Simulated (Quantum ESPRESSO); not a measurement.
Runs of Quantum ESPRESSO 7.5 on CuO. The structure is cubic, space group F-43m (No. 216). Conventional cell: a = 4.655 Å, b = 4.655 Å, c = 4.655 Å, α = 90.00°, β = 90.00°, γ = 90.00°. Cu (site symmetry -43m) is surrounded by 4 O at 2.02 Å. Around O (site symmetry -43m) lie 4 Cu at 2.02 Å. Measurements of this composition are mostly on another form, of space group No. 15.

```csv
level,U,mixing beta,gap on the mesh (eV),pressure (GPa)
PBE+U,Cu d U = 4 eV,0.3,none,-8.4
PBE,-,0.5,none,(b)
PBE+U,Cu d U = 5 eV,0.3,none,(a)
PBE+U,Cu d U = 2 eV,0.3,none,-9.2
PBE+U,Cu d U = 1 eV,0.3,none,-9.6
```

Alike in all rows: task projected density of states; potentials or basis SSSP 1.3 efficiency PBE; no spin polarisation; cell as given; k mesh 10 × 10 × 10; cutoff (eV) 748; smearing fermi-dirac 0.05 eV.

**Question.** Fill in the values left out.

**Answer.** (a) -8.0; (b) -9.8.

Caveats: an odd number of electrons without spin polarisation forces a metal; a magnetic or distorted state may lie lower; the run has no spin polarisation, though such a crystal can be magnetic; U without spin polarisation on a metal has little footing (some runs); semilocal functionals often make such compounds metallic where correlation or magnetic order opens a gap, which also shifts bond lengths (some runs).

A gap of «none» marks a metal or a gap under the smearing width.
